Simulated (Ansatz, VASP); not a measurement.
# One calculation of MgS, two programs

File INCAR:

```
PREC = Accurate
ENCUT = 600
EDIFF = 1E-6
ISMEAR = 0
SIGMA = 0.02
LREAL = False
LASPH = True
NELM = 100
ALGO = Normal
ISIF = 3
LWAVE = False
LCHARG = False
GGA = PE
IBRION = 2
NSW = 100
EDIFFG = -0.005
```

File KPOINTS:

```
regular mesh
0
Gamma
  8 8 8
```

POSCAR

```
MgS
1.0
    0.0000000000      2.6043975556      2.6043975556
    2.6043975556      0.0000000000      2.6043975556
    2.6043975556      2.6043975556      0.0000000000
Mg S
1 1
Direct
    0.0000000000      0.0000000000      0.0000000000
    0.5000000000      0.5000000000      0.5000000000
```

Input for Ansatz:

```yaml
crystal:
  lattice:
    - [0.0, 2.6043975556, 2.6043975556]
    - [2.6043975556, 0.0, 2.6043975556]
    - [2.6043975556, 2.6043975556, 0.0]
  atoms:
    - { symbol: Mg, position: [0.0, 0.0, 0.0] }
    - { symbol: S, position: [0.5, 0.5, 0.5] }
basis:
  ecutwfc: 420
kpoints:
  mp_grid: { grid: [8, 8, 8] }
hamiltonian:
  xc: pbe
scf:
  occupations: { method: gaussian, width: 0.02 }
output:
  forces: true
  stress: true
  eigenvalues: true
relax:
  adjacent_minimum: "off"
  f_tol: 0.005
  max_steps: 80
  cell: { stress_tol: 0.05 }
```

The cell is a database's computed one.

Alike in both runs: task relaxation of cell and atoms; functional PBE; k mesh 8 × 8 × 8; occupations gaussian, width 0.02 eV; no spin polarisation.

|  | VASP | Ansatz |
| --- | --- | --- |
| version | VASP 6.6.1 | Ansatz 0.2.0 |
| potentials or method | VASP PAW PBE potentials, release 64 (Mg, S) | scalar-relativistic, plane waves, PAW |
| plane-wave cutoff (eV) | 600 | 420 |
| valence electrons in the cell | 8 | 16 |

Ansatz gave:

```
gap on the k mesh at the Fermi level, each at its own relaxed structure (eV) : 2.76
relaxed volume (Å³/atom)                                                     : 17.88
relaxed cell length with the largest relative difference (Å)                 : 3.698
```

Problem. Which values does VASP return?

Solution. gap on the k mesh at the Fermi level, each at its own relaxed structure (eV): 2.75; relaxed volume (Å³/atom): 17.81; relaxed cell length with the largest relative difference (Å): 3.693.

The two sets of potentials don't hold the same shells in valence.

A k mesh can miss the band edges.
